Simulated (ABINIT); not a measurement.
MgSi:

```
CELL_PARAMETERS angstrom
1.50251 -5.42602 0.00000
1.50251 5.42602 0.00000
0.00000 0.00000 4.34018
ATOMIC_POSITIONS crystal
Si 0.57064 0.42936 0.75000
Si 0.42936 0.57064 0.25000
Mg 0.16838 0.83162 0.25000
Mg 0.83162 0.16838 0.75000
```

The cell comes from a database or a generator and needn't be the stable form of this composition.

Base run:

```yaml
Program: ABINIT 10.8.3 (patched build)
Functional: PBEsol
Potentials_or_basis: PseudoDojo NC SR PBEsol v0.4 stringent
Cutoff: 1034 eV
k_mesh: 10 × 10 × 8
Occupations: fermi-dirac, width 0.05 eV
Spin: no spin polarisation
```

Its results: band gap on the k mesh none (metal or under the smearing width); pressure -2.1 GPa; largest force 0.184 eV/Å.

**Question.** The run is repeated on the same cell with these changes: k mesh from 10 × 10 × 8 to 7 × 7 × 4. What comes out?

**Answer.** Band gap on the k mesh none (metal or under the smearing width); pressure -1.7 GPa; largest force 0.126 eV/Å.

Caveats: some runs use coarse meshes.
